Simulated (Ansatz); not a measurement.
Crystal: LiCl.

```
Cl Li
1.0
     0.00000    2.56477    2.56477
     2.56477    0.00000    2.56477
     2.56477    2.56477    0.00000
Cl Li
1 1
Direct
  0.50000 0.50000 0.50000
  0.00000 0.00000 0.00000
```

Base run:

| Property | Result |
| --- | --- |
| Program | Ansatz 0.2.0 |
| Functional | revPBE |
| Potentials or basis | all-electron LAPW, scalar-relativistic |
| Cutoff | 161 eV (chosen from the basis error) |
| Basis error allowed | 0.001 eV/atom |
| k mesh | 9 × 9 × 9 |
| Occupations | fermi-dirac, width 0.05 eV |
| Spin | no spin polarisation |

Its results: band gap on the k mesh 6.53 eV, direct; pressure 2.1 GPa.

Q: The run is repeated on the same cell with these changes: functional from revPBE to LDA; occupations from fermi-dirac, width 0.05 eV to gaussian, width 0.1 eV. What comes out?

A: Band gap on the k mesh 5.99 eV, direct; pressure -3.2 GPa.

Caveats: an odd mesh through Γ misses points on the zone boundary, where band edges often lie (some runs).
